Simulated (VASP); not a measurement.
## BN: band structure with PBE-EpsX

BN:

```xyz
4
Lattice="2.4982 0.0000 0.0000 -1.2491 2.1635 0.0000 0.0000 0.0000 6.6357" Properties=species:S:1:pos:R:3 pbc="T T T"
N     1.2491    0.7212    1.6589
N     0.0000    1.4424    4.9768
B     1.2491    0.7212    4.9768
B     0.0000    1.4424    1.6589
```

```
Program                            : VASP 6.6.1
Task                               : band structure
Functional                         : PBE-EpsX
Potentials or basis                : VASP PAW PBE potentials, release 64 (N, B)
Cutoff                             : 520 eV
k mesh                             : 8 × 8 × 4
Occupations                        : gaussian, width 0.02 eV
Spin                               : no spin polarisation
Grid for exact exchange (PRECFOCK) : Fast
Exchange at q = 0                  : truncated
Share of exact exchange            : 0.2463
Further INCAR settings             : ALGO = Normal; EDIFF = 1e-06
```

The pressure is 0.3 GPa. The band gap on the k mesh is 6.30 eV, indirect (least direct gap 6.81 eV). The band gap along the path is 6.28 eV, indirect (least direct gap 6.79 eV).

Stress tensor (GPa, compression positive):
```
-0.65  0.00  0.00
 0.00 -0.65  0.00
 0.00  0.00  2.11
```

Levels at the corners of the path, in eV from the valence-band top:
```
point  band 6  band 7  band 8  band 9  band 10  band 11
    Γ   -1.62   -1.57   -1.57    7.09    12.75    14.08
    M   -4.62   -1.61   -0.54    6.28     7.80    11.82
    M   -4.62   -1.61   -0.54    6.28     7.80    11.82
    K   -8.02   -0.12   -0.12    6.99     6.99    12.70
    K   -8.02   -0.12   -0.12    6.99     6.99    12.70
    Γ   -1.62   -1.57   -1.57    7.09    12.75    14.06
    Γ   -1.62   -1.57   -1.57    7.09    12.75    14.07
    A   -1.59   -1.59   -1.59    9.68     9.68    14.12
    A   -1.59   -1.59   -1.59    9.68     9.68    14.12
    L   -4.65   -1.05   -1.05    6.77     6.77    12.27
    L   -4.65   -1.05   -1.05    6.77     6.77    12.27
    H   -8.03   -0.04   -0.04    6.75     6.75    14.00
    H   -8.03   -0.04   -0.04    6.75     6.75    14.00
    A   -1.59   -1.59   -1.59    9.68     9.68    14.12
    L   -4.65   -1.05   -1.05    6.77     6.77    12.27
    M   -4.62   -1.61   -0.54    6.28     7.80    11.82
    K   -8.02   -0.12   -0.12    6.99     6.99    12.70
    H   -8.03   -0.04   -0.04    6.75     6.75    14.00
```

Run time: 27 min on 1 thread of AMD EPYC 9R45 96-Core Processor (Zen 5) (shared host), peak memory 0.24 GiB.

Caveat: the PAW data sets were made with another functional, which shifts forces and pressure a little.
